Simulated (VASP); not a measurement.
# InP: the relaxed cell at several levels, part 3 of 3

How close do the usual functionals, with and without dispersion, come to the cell of InP? LASPH is on for some levels and off for others; the table marks which. The start is a cell from a database of measured crystal structures.

VASP 6.6.1, plane waves and PAW; the level of theory is named at each step.

So far. Step 4 (Relaxation with r2SCAN): It ends at 25.71 Å³/atom, +2.2 % from the start, with 0.02 GPa left. The conventional cell has a = 5.903 Å. Step 5 (Relaxation with PBE + D3(BJ)): It ends at 25.57 Å³/atom, +1.6 % from the start, with 0.01 GPa left. The conventional cell has a = 5.892 Å. Against plain PBE, the dispersion term moves a by -1.1 %.

The database entry behind the starting cell differs from later determinations by our own check (0.1 to 0.3 % short, probably kX units), so it need not match the best structure at ambient conditions.

### Step 6. Relaxation with r2SCAN + rVV10

This step: r2SCAN with rVV10; plane waves and PAW (In_d, P) (VASP 6.6.1).

LUSE_VDW switches on a nonlocal correlation term for dispersion.

INCAR

```
SYSTEM = InP
PREC = Accurate
ENCUT = 520
EDIFF = 1E-06
NELM = 100
ISMEAR = -1
SIGMA = 0.05
LREAL = .FALSE.
ALGO = Normal
METAGGA = R2SCAN
LUSE_VDW = .TRUE.
IVDW_NL = 2
BPARAM = 11.95
CPARAM = 0.0093
LASPH = .TRUE.
NBANDS = 15
LORBIT = 11
LWAVE = .FALSE.
LCHARG = .FALSE.
KPAR = 2
IBRION = 2
NSW = 60
ISIF = 3
EDIFFG = -0.01
```

POSCAR

```
InP
1.0
    0.0000000000      2.9305000000      2.9305000000
    2.9305000000      0.0000000000      2.9305000000
    2.9305000000      2.9305000000      0.0000000000
In P
1 1
Direct
    0.0000000000      0.0000000000      0.0000000000
    0.2500000000      0.2500000000      0.2500000000
```

KPOINTS

```
Automatic mesh
0
Gamma
7 7 7
0 0 0
```

Potentials, in the order of the species: In_d and P (PBE family, release 64).

Started as:

```console
> mpirun -np 2 vasp_std
```

The program printed:

```text
[banner, memory and clock lines left out]
running    2 mpi-ranks, on    1 nodes
[...]
|                                                                             |
|               ----> ADVICE to this user running VASP <----                  |
|                                                                             |
|     You have switched on vdW-DFT.                                           |
|     This routine was written and supplied by Jiri Klimes. We recommend      |
|     that you carefully read and cite the following publications:            |
|       J. Klimes, D.R. Bowler, A. Michelides                                 |
|          J. Phys.: Cond Matt. 22 022201 (2010)                              |
|       J. Klimes, D.R. Bowler, A. Michelides                                 |
|          Phys. Rev. B. 83, 195131 (2011)                                    |
|     and references therein.                                                 |
|                                                                             |

[...]
DAV:   6    -0.318085186716E+02    0.35056E-04   -0.94597E-05   771   0.114E-01    0.603E-02
Total rVV10 correction in eV:      0.4841714    20.0131707
Total rVV10 correction in eV:      0.4841714    20.0131707
DAV:   7    -0.318085116733E+02    0.69983E-05   -0.49855E-05   678   0.553E-02    0.303E-02
Total rVV10 correction in eV:      0.4841491    20.0131707
Total rVV10 correction in eV:      0.4841491    20.0131707
DAV:   8    -0.318085128364E+02   -0.11631E-05   -0.32589E-06   691   0.206E-02    0.193E-02
Total rVV10 correction in eV:      0.4841374    20.0131707
Total rVV10 correction in eV:      0.4841374    20.0131707
DAV:   9    -0.318085138564E+02   -0.10199E-05   -0.10752E-06   419   0.152E-02    0.681E-03
Total rVV10 correction in eV:      0.4841453    20.0131707
Total rVV10 correction in eV:      0.4841453    20.0131707
DAV:  10    -0.318085145142E+02   -0.65786E-06   -0.99996E-07   370   0.114E-02
Total rVV10 correction in eV:      0.4841344    20.0131707
Total rVV10 correction in eV:      0.4841344    20.0131707
Total rVV10 correction in eV:      0.4841435    20.0131707
Total rVV10 correction in eV:      0.4841435    20.0131707
   3 F= -.31808515E+02 E0= -.31808514E+02  d E =-.163987E-02
[...]
reached required accuracy - stopping structural energy minimisation
```

It took 1.8 min on 2 MPI ranks of Intel Xeon 6975P-C (Granite Rapids), shared host; peak memory 0.63 GiB; 3.6 min of CPU time.

Parts of OUTCAR (step 6):

```text
  Total        0.0034678      0.0034678      0.0034678      0.0000000     -0.0000000      0.0000000
  in kB        0.1090877      0.1090877      0.1090877      0.0000000     -0.0000000      0.0000000
  external PRESSURE =       0.1090877 kB  Pullay stress =       0.0000000 kB

 POSITION                                       TOTAL-FORCE (eV/Angst)
 -----------------------------------------------------------------------------------
      0.00000      0.00000      0.00000         0.000000      0.000000     -0.000000
      1.47104      1.47104      1.47104        -0.000000     -0.000000      0.000000
 -----------------------------------------------------------------------------------
    total drift:                               -0.000002     -0.000002     -0.000002

  FREE ENERGIE OF THE ION-ELECTRON SYSTEM (eV)
  ---------------------------------------------------
  free  energy   TOTEN  =       -31.8085145142 eV

  energy  without entropy=      -31.8085142395  energy(sigma->0) =      -31.80851438

[... 2 parts as in an earlier step ...]

[... 2 further parts left out ...]
[key lines of the parts left out:]
E-fermi :   5.4372
```

It ends at 25.47 Å³/atom, +1.2 % from the start, with 0.01 GPa left. The conventional cell has a = 5.884 Å. Against plain r2SCAN, the dispersion term moves a by -0.3 %.

### Step 7. Relaxation with vdW-DF-cx

This step: vdW-DF-cx; plane waves and PAW (In_d, P) (VASP 6.6.1).

vdW-DF-cx takes its exchange from the same plasmon model as its correlation.

Changes to INCAR since step 6:

```diff
@@ -9,7 +9,5 @@
 ALGO = Normal
-METAGGA = R2SCAN
+GGA = CX
+AGGAC = 0
 LUSE_VDW = .TRUE.
-IVDW_NL = 2
-BPARAM = 11.95
-CPARAM = 0.0093
 LASPH = .TRUE.
```

POSCAR is that of step 6.

KPOINTS is that of step 6.

Started as:

```console
> mpirun -np 2 vasp_std
```

The program printed:

```text
[banner, memory and clock lines left out]
running    2 mpi-ranks, on    1 nodes
[...]
[... a notice as in an earlier step ...]

 [... a notice as in an earlier step ...]

 LDA part: xc-table for (Slater+PW92), standard interpolation
 POSCAR, INCAR and KPOINTS ok, starting setup
[...]
entering main loop
       N       E                     dE             d eps       ncg     rms          rms(c)
DAV:   1     0.118696274987E+03    0.11870E+03   -0.86565E+03   600   0.133E+03
DAV:   2     0.331695636746E+01   -0.11538E+03   -0.11050E+03   642   0.307E+02
DAV:   3    -0.427860275613E+01   -0.75956E+01   -0.75520E+01   831   0.801E+01
DAV:   4    -0.447658901572E+01   -0.19799E+00   -0.19794E+00   725   0.140E+01
[...]
DAV:  10    -0.409729410685E+01   -0.83977E-04   -0.19409E-04   948   0.164E-01    0.103E-01
DAV:  11    -0.409734661951E+01   -0.52513E-04   -0.67486E-05   663   0.706E-02    0.242E-02
DAV:  12    -0.409734662823E+01   -0.87243E-08   -0.77080E-06   796   0.407E-02
[...]
DAV:   7    -0.409973534369E+01    0.39499E-06   -0.15146E-05   785   0.581E-02    0.585E-03
DAV:   8    -0.409973539470E+01   -0.51006E-07   -0.16971E-06   405   0.273E-02
   2 F= -.40997354E+01 E0= -.40997110E+01  d E =-.238877E-02
 trial-energy change:   -0.002389  1 .order   -0.002455   -0.010237    0.005328
 step:   0.6519(harm=  0.6577)  dis= 0.00000  next Energy=    -4.100665 (dE=-0.332E-02)
[...]
N       E                     dE             d eps       ncg     rms          rms(c)
DAV:   1    -0.411503955973E+01   -0.15304E-01   -0.33209E-01   747   0.114E+01    0.797E-01
DAV:   2    -0.410269530594E+01    0.12344E-01   -0.24147E-02   754   0.373E+00    0.275E-01
DAV:   3    -0.410067726682E+01    0.20180E-02   -0.55669E-03   775   0.162E+00    0.158E-01
DAV:   4    -0.410067579414E+01    0.14727E-05   -0.31854E-04   614   0.167E-01    0.113E-01
DAV:   5    -0.410065007638E+01    0.25718E-04   -0.30931E-05   799   0.543E-02    0.449E-02
DAV:   6    -0.410065215157E+01   -0.20752E-05   -0.10764E-05   928   0.393E-02    0.792E-03
DAV:   7    -0.410065115722E+01    0.99435E-06   -0.10965E-06   398   0.155E-02
   3 F= -.41006512E+01 E0= -.41006353E+01  d E =-.330453E-02
[...]
reached required accuracy - stopping structural energy minimisation
```

Run time: 76 s. Hardware: 2 MPI ranks; peak memory 0.75 GiB.

OUTCAR, selected parts (step 7):

```text
  Total       -0.0065774     -0.0065774     -0.0065774     -0.0000000      0.0000000     -0.0000000
  in kB       -0.2056974     -0.2056974     -0.2056974     -0.0000000      0.0000000     -0.0000000
  external PRESSURE =      -0.2056974 kB  Pullay stress =       0.0000000 kB

 POSITION                                       TOTAL-FORCE (eV/Angst)
 -----------------------------------------------------------------------------------
      0.00000      0.00000      0.00000         0.000000      0.000000      0.000000
      1.47392      1.47392      1.47392        -0.000000     -0.000000     -0.000000
 -----------------------------------------------------------------------------------
    total drift:                               -0.000000     -0.000000     -0.000000

  FREE ENERGIE OF THE ION-ELECTRON SYSTEM (eV)
  ---------------------------------------------------
  free  energy   TOTEN  =        -4.1006511572 eV

  energy  without entropy=       -4.1006194609  energy(sigma->0) =       -4.10063531

[... 2 parts as in an earlier step ...]

[... 2 further parts left out ...]
[key lines of the parts left out:]
E-fermi :   5.2218
```

It ends at 25.62 Å³/atom, +1.8 % from the start, with -0.02 GPa left. The conventional cell has a = 5.896 Å.

### Step 8. Relaxation with rev-vdW-DF2

This step: rev-vdW-DF2; plane waves and PAW (In_d, P) (VASP 6.6.1).

rev-vdW-DF2 revises the exchange of vdW-DF2 for solids.

Changes to INCAR since step 7:

```diff
@@ -9,5 +9,8 @@
 ALGO = Normal
-GGA = CX
+GGA = MK
 AGGAC = 0
 LUSE_VDW = .TRUE.
+PARAM1 = 0.1234
+PARAM2 = 0.711357
+ZAB_VDW = -1.8867
 LASPH = .TRUE.
```

POSCAR is that of step 7.

KPOINTS is that of step 7.

Started as:

```console
> mpirun -np 2 vasp_std
```

The program printed:

```text
[... set-up lines as in an earlier step ...]
 entering main loop
       N       E                     dE             d eps       ncg     rms          rms(c)
DAV:   1     0.118757392484E+03    0.11876E+03   -0.86629E+03   600   0.133E+03
DAV:   2     0.306073866061E+01   -0.11570E+03   -0.11080E+03   649   0.307E+02
DAV:   3    -0.461346372476E+01   -0.76742E+01   -0.76301E+01   817   0.805E+01
DAV:   4    -0.481534641440E+01   -0.20188E+00   -0.20183E+00   747   0.142E+01
[...]
DAV:  10    -0.440033839758E+01   -0.48776E-04   -0.18850E-04   969   0.156E-01    0.112E-01
DAV:  11    -0.440035789737E+01   -0.19500E-04   -0.37237E-05   686   0.708E-02    0.439E-02
DAV:  12    -0.440035713112E+01    0.76625E-06   -0.76437E-06   775   0.371E-02
   1 F= -.44003571E+01 E0= -.44003471E+01  d E =-.440036E+01
[...]
N       E                     dE             d eps       ncg     rms          rms(c)
DAV:   1    -0.480584665027E+01   -0.40549E+00   -0.99367E+00   754   0.660E+01    0.389E+00
[...]
DAV:   8    -0.440911130191E+01    0.29977E-06   -0.66228E-06   761   0.521E-02
   2 F= -.44091113E+01 E0= -.44090165E+01  d E =-.875417E-02
 trial-energy change:   -0.008754  1 .order   -0.009258   -0.035448    0.016932
 step:   0.6639(harm=  0.6767)  dis= 0.00000  next Energy=    -4.411976 (dE=-0.116E-01)
[...]
N       E                     dE             d eps       ncg     rms          rms(c)
DAV:   1    -0.445790057975E+01   -0.48789E-01   -0.10574E+00   754   0.199E+01    0.142E+00
DAV:   2    -0.441834623799E+01    0.39554E-01   -0.78617E-02   754   0.671E+00    0.484E-01
DAV:   3    -0.441202360405E+01    0.63226E-02   -0.17524E-02   775   0.283E+00    0.283E-01
DAV:   4    -0.441200259517E+01    0.21009E-04   -0.97297E-04   614   0.290E-01    0.200E-01
DAV:   5    -0.441190040813E+01    0.10219E-03   -0.93189E-05   851   0.981E-02    0.757E-02
DAV:   6    -0.441189949906E+01    0.90907E-06   -0.28713E-05   921   0.675E-02    0.136E-02
DAV:   7    -0.441189771334E+01    0.17857E-05   -0.38172E-06   670   0.241E-02    0.208E-03
DAV:   8    -0.441189763339E+01    0.79950E-07   -0.22938E-07   314   0.102E-02
   3 F= -.44118976E+01 E0= -.44118511E+01  d E =-.115405E-01
[...]
reached required accuracy - stopping structural energy minimisation
```

The job ended after 77 s (2 MPI ranks; peak memory 0.75 GiB).

From OUTCAR (step 8):

```text
  Total        0.0024777      0.0024777      0.0024777      0.0000000      0.0000000     -0.0000000
  in kB        0.0762744      0.0762744      0.0762744      0.0000000      0.0000000     -0.0000000
  external PRESSURE =       0.0762744 kB  Pullay stress =       0.0000000 kB

 POSITION                                       TOTAL-FORCE (eV/Angst)
 -----------------------------------------------------------------------------------
      0.00000      0.00000      0.00000        -0.000000     -0.000000     -0.000000
      1.48167      1.48167      1.48167         0.000000      0.000000      0.000000
 -----------------------------------------------------------------------------------
    total drift:                               -0.000000     -0.000000     -0.000000

  FREE ENERGIE OF THE ION-ELECTRON SYSTEM (eV)
  ---------------------------------------------------
  free  energy   TOTEN  =        -4.4118976334 eV

  energy  without entropy=       -4.4118046306  energy(sigma->0) =       -4.41185113

[... 2 parts as in an earlier step ...]

[... 2 further parts left out ...]
[key lines of the parts left out:]
E-fermi :   4.9872
```

It ends at 26.02 Å³/atom, +3.4 % from the start, with 0.01 GPa left. The conventional cell has a = 5.927 Å.

### Step 9. Relaxation with RPBE

This step: RPBE; plane waves and PAW (In_d, P) (VASP 6.6.1).

RPBE by itself binds more weakly than PBE and expands cells.

Changes to INCAR since step 8:

```diff
@@ -9,9 +9,3 @@
 ALGO = Normal
-GGA = MK
-AGGAC = 0
-LUSE_VDW = .TRUE.
-PARAM1 = 0.1234
-PARAM2 = 0.711357
-ZAB_VDW = -1.8867
-LASPH = .TRUE.
+GGA = RP
 NBANDS = 15
```

POSCAR is that of step 8.

KPOINTS is that of step 8.

Started as:

```console
> mpirun -np 2 vasp_std
```

The program printed:

```text
[banner, memory and clock lines left out]
running    2 mpi-ranks, on    1 nodes
[...]
[... a notice as in an earlier step ...]

 LDA part: xc-table for (Slater+PW92), standard interpolation
 POSCAR, INCAR and KPOINTS ok, starting setup
[...]
entering main loop
       N       E                     dE             d eps       ncg     rms          rms(c)
DAV:   1     0.115369515757E+03    0.11537E+03   -0.86779E+03   600   0.133E+03
DAV:   2    -0.372739882620E+00   -0.11574E+03   -0.11083E+03   656   0.308E+02
DAV:   3    -0.787914011384E+01   -0.75064E+01   -0.74673E+01   803   0.799E+01
DAV:   4    -0.807647518024E+01   -0.19734E+00   -0.19728E+00   746   0.141E+01
[...]
DAV:  12    -0.768860994472E+01   -0.44644E-05   -0.16615E-05   789   0.403E-02    0.134E-02
DAV:  13    -0.768861211056E+01   -0.21658E-05   -0.55018E-06   663   0.120E-02    0.957E-03
DAV:  14    -0.768861289753E+01   -0.78697E-06   -0.94929E-07   649   0.862E-03
   1 F= -.76886129E+01 E0= -.76886118E+01  d E =-.768861E+01
[...]
2 F= -.77376151E+01 E0= -.77374289E+01  d E =-.490022E-01
 trial-energy change:   -0.049002  1 .order   -0.056940   -0.186562    0.072682
 step:   0.6796(harm=  0.7196)  dis= 0.00000  next Energy=    -7.749518 (dE=-0.609E-01)
[...]
N       E                     dE             d eps       ncg     rms          rms(c)
DAV:   1    -0.795742528650E+01   -0.21981E+00   -0.48014E+00   754   0.403E+01    0.312E+00
DAV:   2    -0.777853164120E+01    0.17889E+00   -0.35505E-01   754   0.144E+01    0.107E+00
DAV:   3    -0.774932014367E+01    0.29211E-01   -0.78884E-02   789   0.587E+00    0.639E-01
DAV:   4    -0.774929203081E+01    0.28113E-04   -0.40664E-03   635   0.586E-01    0.467E-01
DAV:   5    -0.774899879012E+01    0.29324E-03   -0.52524E-04   689   0.217E-01    0.156E-01
DAV:   6    -0.774903903395E+01   -0.40244E-04   -0.20422E-04   914   0.166E-01    0.315E-02
DAV:   7    -0.774903075372E+01    0.82802E-05   -0.24130E-05   665   0.541E-02    0.474E-03
DAV:   8    -0.774903184512E+01   -0.10914E-05   -0.12526E-06   622   0.216E-02    0.328E-03
DAV:   9    -0.774903189502E+01   -0.49900E-07   -0.56659E-07   454   0.636E-03
   3 F= -.77490319E+01 E0= -.77489882E+01  d E =-.604190E-01
[...]
reached required accuracy - stopping structural energy minimisation
```

Wall time 11 s (2 MPI ranks); peak memory 0.34 GiB; 20 s of CPU time.

OUTCAR, selected parts (step 9):

```text
  Total        0.0031427      0.0031427      0.0031427      0.0000000      0.0000000     -0.0000000
  in kB        0.0925337      0.0925337      0.0925337      0.0000000      0.0000000     -0.0000000
  external PRESSURE =       0.0925337 kB  Pullay stress =       0.0000000 kB

 POSITION                                       TOTAL-FORCE (eV/Angst)
 -----------------------------------------------------------------------------------
      0.00000      0.00000      0.00000        -0.000000     -0.000000     -0.000000
      1.50382      1.50382      1.50382         0.000000      0.000000      0.000000
 -----------------------------------------------------------------------------------
    total drift:                               -0.000000     -0.000000     -0.000000

  FREE ENERGIE OF THE ION-ELECTRON SYSTEM (eV)
  ---------------------------------------------------
  free  energy   TOTEN  =        -7.7490318950 eV

  energy  without entropy=       -7.7489444849  energy(sigma->0) =       -7.74898819

[... 2 parts as in an earlier step ...]

[... 2 further parts left out ...]
[key lines of the parts left out:]
E-fermi :   4.7183
```

After so large a change of volume the plane waves of the start cell no longer fit, so the final stress carries a basis-set error.

It ends at 27.21 Å³/atom, +8.1 % from the start, with 0.01 GPa left. The conventional cell has a = 6.015 Å.

### Step 10. The cells as a table

This step: relaxed cells at several levels; plane waves and PAW (VASP 6.6.1).

This step runs nothing: it gathers the runs above.

Lengths are those of the conventional cell; cost is the wall time of each run, as given at its step, times its ranks, without the set-up around it; LASPH differs between rows, which moves results and costs too. Results by level, by row:

| level | volume (Å³/atom) | change from the start (%) | a (Å) | cost (core minutes) | LASPH |
| --- | --- | --- | --- | --- | --- |
| LDA | 24.8 | -1.5 | 5.832 | 0.2 | off |
| PBE | 26.43 | 5 | 5.958 | 0.273 | off |
| r2SCAN | 25.71 | 2.2 | 5.903 | 1.1 | on |
| PBE + D3(BJ) | 25.57 | 1.6 | 5.892 | 0.247 | off |
| r2SCAN + rVV10 | 25.47 | 1.2 | 5.884 | 3.6 | on |
| vdW-DF-cx | 25.62 | 1.8 | 5.896 | 2.53 | on |
| rev-vdW-DF2 | 26.02 | 3.4 | 5.927 | 2.57 | on |
| RPBE | 27.21 | 8.1 | 6.015 | 0.353 | off |

### Step 11. Summary of results

```
volume, LDA            : 24.80 Å³/atom
volume, PBE            : 26.43 Å³/atom
volume, r2SCAN         : 25.71 Å³/atom
volume, PBE + D3(BJ)   : 25.57 Å³/atom
volume, r2SCAN + rVV10 : 25.47 Å³/atom
volume, vdW-DF-cx      : 25.62 Å³/atom
volume, rev-vdW-DF2    : 26.02 Å³/atom
volume, RPBE           : 27.21 Å³/atom
```

In words: For InP the levels give volumes between 24.80 Å³/atom (LDA) and 27.21 Å³/atom (RPBE), a spread of 9.7 %, while the cost of the finished runs spans a factor of 18. Against the volume of the start, a cell from experiment, r2SCAN + rVV10 comes nearest (+1.2 %) and RPBE lies farthest (+8.1 %); thermal expansion is in that cell alone. Within 2 % of it: LDA, PBE + D3(BJ), r2SCAN + rVV10 and vdW-DF-cx. The costs hold the number of ionic steps as well as the price of the functional. Adding D3(BJ) to PBE changes the volume by -3.3 % (a by -1.1 %). Adding rVV10 to r2SCAN changes the volume by -1.0 % (a by -0.3 %). Within 0.02 Å all end in space group F-43m; the runs can't lower the symmetry of the start. LASPH is on for some levels and off for others, so differences between them are not the functional's alone. Each is a single relaxation on the plane waves of the start cell, so larger changes of volume carry a basis-set error that was not tested here. Zero-point and thermal expansion are not included.

[Lines on the potential files, build, host, timing and source positions are cut from VASP's logs without a mark.]

[Logs are printed without paths, hosts, clocks, repeated set-up lines and the standing remarks that a program may print on its own settings, such as how far it seeks lower states.]

[Hosts, paths, dates, database ids (printed as entryN), source tags and the programs' standing remarks are cut or masked in the printed files.]

[A measured line is paired with the nearest computed mode of its activity, which favours agreement.]

[In band tables of VASP the shares of atoms and orbitals are scaled to a sum of 1 inside the atoms' spheres.]
